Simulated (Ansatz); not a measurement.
# Ir (Fm-3m): equation of state

One table from this session's results is given with a row withheld; the runs are named, their logs left out.

The COD entry's cell or inner coordinates are ideal or old and differ from later refinements, so a difference from it is no clean test against experiment.

Computed with Ansatz 0.2.0 (DFT r²SCAN, scalar-relativistic, plane waves, PAW, unless a step's input says otherwise).

**The structure to begin with**

The structure is cubic, space group Fm-3m (No. 225). Conventional cell: a = 3.844 Å, b = 3.844 Å, c = 3.844 Å, α = 90.00°, β = 90.00°, γ = 90.00°. Ir (site symmetry m-3m) has 12 Ir at 2.72 Å as nearest neighbours.

As a file:

```cif
data_structure
_symmetry_space_group_name_H-M 'P 1'
_symmetry_Int_Tables_number 1
_cell_length_a 2.7182
_cell_length_b 2.7182
_cell_length_c 2.7182
_cell_angle_alpha 60.000
_cell_angle_beta 60.000
_cell_angle_gamma 60.000
_cell_volume 14.20
loop_
_atom_site_label
_atom_site_type_symbol
_atom_site_fract_x
_atom_site_fract_y
_atom_site_fract_z
_atom_site_occupancy
Ir1 Ir 0.00000 0.00000 0.00000 1
```

This cell comes from an earlier session at r²SCAN: 14.201 Å³/atom at -0.09 GPa, on a 20×20×20 mesh.

Volume factors to run: 0.980, 1.020, 0.960, 1.040.

Set-up of the first run:

input.yaml reads:

```yaml
crystal:
  lattice:
    - [0.0, 1.9091481759, 1.9091481759]
    - [1.9091481759, 0.0, 1.9091481759]
    - [1.9091481759, 1.9091481759, 0.0]
  atoms:
    - { symbol: Ir, position: [0.0, 0.0, 0.0] }
basis:
  ecutwfc: 500
  ecutrho_ratio: 4
kpoints:
  mp_grid: { grid: [20, 20, 20] }
hamiltonian:
  xc: r2scan
scf:
  occupations: { method: gaussian, width: 0.05 }
output:
  forces: true
  stress: true
  eigenvalues: true
```

The run is started by

```sh
ansatz run input.yaml --threads 1 --pin off --max-ram 2560MiB --backend cpu --events-out ev --progress --plain --runs-dir out
```

Steps of the session up to this table: At 0.980 of the relaxed volume; Scaling the volume by 1.020; Scaling the volume by 0.960; Volume × 1.040.

One table of the session follows, with a row left open; its other results are not shown here.

It belongs to the step «Energy and pressure against volume». 

```
volume (Å³/atom)  energy (meV/atom)  pressure (GPa)
          13.633              28.76           17.01
          13.917                  ?               ?
          14.201               0.00           -0.09
          14.485               6.61           -7.21
          14.769              25.10          -13.51
```

Estimate the missing values for volume (Å³/atom) = 13.917.

Worked estimate for «energy (meV/atom)». A straight line through the neighbours (13.633, 28.76) and (14.201, 0.00) gives 28.76 + (0.00 − 28.76) × (13.917 − 13.633) / (14.201 − 13.633) = 14.38; a parabola fitted to 3 rows on both sides gives 7.38.

**Answer.** energy (meV/atom): 6.80; pressure (GPa): 7.94. In «energy (meV/atom)» the line misses by +7.58 and the parabola by +0.58.
